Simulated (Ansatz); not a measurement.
Input for Ansatz (plane-wave DFT, PAW):

```yaml
crystal:
  lattice:
    - [-0.0093066533, 3.0177601237, 3.0273213663]
    - [2.8738040184, 0.0121354233, 3.0058792897]
    - [2.8683444923, 2.990858521, 0.0175949494]
  atoms:
    - { symbol: Ge, position: [0.4923040756, 0.5027998034, 0.5065364098] }
    - { symbol: Ge, position: [0.7576959244, 0.7472001966, 0.7434635902] }
basis:
  ecutwfc: 420
kpoints:
  mp_grid: { grid: [12, 12, 12] }
hamiltonian:
  xc: pbesol
scf:
  occupations: { method: gaussian, width: 0.1 }
output:
  forces: true
  stress: true
  eigenvalues: true
  populations: true
```

Run as
```bash
ansatz run input.yaml --threads 1 --pin off --max-ram 1331MiB --backend cpu --events-out ev --progress --plain --runs-dir out
```

Method: DFT PBEsol, scalar-relativistic, plane waves, PAW in Ansatz.

From the run's log, abridged:

```
Pseudopotentials: kind: paw
Pseudopotential: Ge, paw, valence charge 14, recommended cutoff 420 eV (normal)
Functional definition: PBEsol
Crystal: 2 atoms, lattice volume = 51.865 Å³
Basis set: ecut = 420 eV, 993 PW (Γ), exchange–correlation on 60×60×60 points (8 copies of the dense FFT grid, shifted against one another)
Bands: 18, of which v1, the nominal top of the filled ones, is band 14 counted from 1 (13 counted from 0)
Symmetry: 2 space group operations
Space group: P-1 (ITA 2), of the structure as read, at distance tolerance 3.7e-5 Å
k-points: 868 of 1728
Initial density: superposition of atomic densities (neutral atoms: chi_scale 0, normalization atom), corrected by the library's trained network
Initial wavefunctions: pseudopotential atomic-orbital guess
Functional: x = pbesol(κ = 0.804, μ = 0.12345679), c = pbesol(β = 0.046)
SCF iter   1: F=—  HF=-8506.835575 eV  |F-HF|=—  |Δ(HF+E_count)|=         —  Δρ=3.03e-3  dr2=6.35e-3  ethr=1.77e-3  ⟨swp⟩=5.7  Hψ=73064  notcnv=0
SCF iter   2: F=—  HF=-8506.834106 eV  |F-HF|=—  |Δ(HF+E_count)|=   1.47e-3  Δρ=1.90e-3  dr2=3.21e-3  ethr=2.27e-5  ⟨swp⟩=2.0  Hψ=31739  notcnv=0
SCF iter   3: F=—  HF=-8506.834065 eV  |F-HF|=—  |Δ(HF+E_count)|=   4.05e-5  Δρ=8.68e-4  dr2=8.35e-4  ethr=1.14e-5  ⟨swp⟩=1.0  Hψ=15659  notcnv=0
SCF iter   4: F=—  HF=-8506.834055 eV  |F-HF|=—  |Δ(HF+E_count)|=   9.92e-6  Δρ=3.89e-4  dr2=7.07e-5  ethr=2.98e-6  ⟨swp⟩=2.1  Hψ=27592  notcnv=0
SCF iter   5: F=—  HF=-8506.834141 eV  |F-HF|=—  |Δ(HF+E_count)|=   8.62e-5  Δρ=1.03e-4  dr2=1.71e-6  ethr=2.53e-7  ⟨swp⟩=3.0  Hψ=27793  notcnv=0
SCF iter   6: F=—  HF=-8506.834143 eV  |F-HF|=—  |Δ(HF+E_count)|=   1.36e-6  Δρ=2.69e-5  dr2=2.21e-7  ethr=6.10e-9  ⟨swp⟩=2.0  Hψ=27508  notcnv=0
SCF iter   7: F=-8506.834144 eV  HF=-8506.834144 eV  |F-HF|=1.90e-8  |Δ(HF+E_count)|=   8.17e-7  Δρ=4.27e-6  dr2=6.59e-9  ethr=3.57e-10  ⟨swp⟩=5.1  Hψ=61645  notcnv=0
SCF 1 converged in 7 iterations: F = -8506.834144 eV  dr2 = 6.59e-9
SCF converged after 7 iterations
Free energy (F): -8506.834144 eV
Harris-Foulkes:  -8506.834144 eV  (|F-HF|=1.90e-8)
Internal energy: -8506.833413 eV  (E = F + TS)
E sigma→0 (E₀):  -8506.833778 eV
Entropy (-TS):   -0.000730 eV (-0.365 meV/atom)
Fermi energy:    6.694936 eV
--- Per-component energies (eV) ---
  E_band       = -344.016724
  E_kinetic    = 219.700110
  E_local      = -5134.033268  (includes V_loc(G=0)·N_el)
  E_nonlocal   = 838.184515
  E_hartree    = 2241.514893
  E_xc         = -148.244638
  E_vxc        = -127.196953  (∫ρ·V_xc dr)
  E_paw        = -3956.669608  (= ΣΔE_a)
  E_vpaw       = -623.702107  (= ΣTr[D̂ρ^β])
  E_aug_tail   = 0.000592  (compensation charges beyond the density's cutoff)
  E_ewald      = -2569.121881
  E_core_change = 1.835872  (= ΣΔE_core)
  E_smearing   = -0.000730  (= −TS)
--- Forces (eV/Å), atoms counted from 1 ---
  atom   1  Ge    -0.35155607     0.06416899     0.20131361
  atom   2  Ge     0.35155607    -0.06416899    -0.20131361
--- Stress (GPa, compression-positive) ---
       -4.598901      -0.148813      -0.057770
       -0.148813      -6.872918       0.141685
       -0.057770       0.141685      -7.097276
  P = ⅓ Tr σ = -6.1897 GPa (-61.897 kbar)
--- Band table (eV; the first three rows and the last of 868) ---
  k-point 0: bands = ["-17.9100", "-17.9017", "-17.8994", "-17.8773", "-17.8763", "-17.7358", "-17.7338", "-17.7318", "-17.7202", "-17.7190", "-5.0670", "5.5554", "6.4280", "6.8530", "7.0192", "9.0742", "9.2148", "9.3979"]
  k-point 1: bands = ["-17.9114", "-17.9040", "-17.8988", "-17.8739", "-17.8731", "-17.7395", "-17.7378", "-17.7311", "-17.7190", "-17.7160", "-4.9926", "4.8227", "6.3079", "6.7491", "7.1854", "9.2973", "9.4825", "9.5809"]
  k-point 2: bands = ["-17.9149", "-17.9082", "-17.8956", "-17.8669", "-17.8659", "-17.7473", "-17.7423", "-17.7347", "-17.7161", "-17.7109", "-4.7730", "3.5569", "6.0207", "6.4665", "7.0819", "9.7167", "9.9333", "10.4154"]
  k-point 867: bands = ["-17.9321", "-17.9133", "-17.8960", "-17.8488", "-17.8445", "-17.7634", "-17.7559", "-17.7375", "-17.7102", "-17.6931", "-3.2859", "-0.3456", "5.5406", "5.6138", "6.5411", "10.1093", "10.6859", "13.6499"]
--- Löwdin populations: 2 sites ---
  site symbol q [e]
     0     Ge     13.9825
     1     Ge     13.9825
  spilling = 0.001250 (of n_electrons = 28.000000)
```

Self-consistency was reached.